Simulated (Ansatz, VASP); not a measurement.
**Al2O3 in VASP and in Ansatz**

```xyz
5
Lattice="5.0556 0.0000 0.0000 -2.5278 4.3783 0.0000 0.0000 0.0000 2.5288" Properties=species:S:1:pos:R:3 pbc="T T T"
Al    0.0000    2.9188    1.2644
Al    2.5278    1.4594    1.2644
O     2.5278    0.0000    0.0000
O    -1.2639    2.1891    0.0000
O     1.2639    2.1891    0.0000
```

Alike in both runs: task relaxation of cell and atoms; functional PBE; k mesh 6 × 6 × 10; occupations gaussian, width 0.02 eV; no spin polarisation.

|  | VASP | Ansatz |
| --- | --- | --- |
| version | VASP 6.6.1 | Ansatz 0.2.0 |
| potentials or method | VASP PAW PBE potentials, release 64 (Al, O) | scalar-relativistic, plane waves, PAW |
| plane-wave cutoff (eV) | 600 | 420 |
| valence electrons in the cell | 24 | 24 |

VASP gave:

```
gap on the k mesh at the Fermi level, each at its own relaxed structure (eV) : 3.58
relaxed volume (Å³/atom)                                                     : 11.18
relaxed cell length with the largest relative difference (Å)                 : 2.527
```

Which values does Ansatz return?

gap on the k mesh at the Fermi level, each at its own relaxed structure (eV): 3.58; relaxed volume (Å³/atom): 11.20; relaxed cell length with the largest relative difference (Å): 2.528.

A k mesh can miss the band edges.
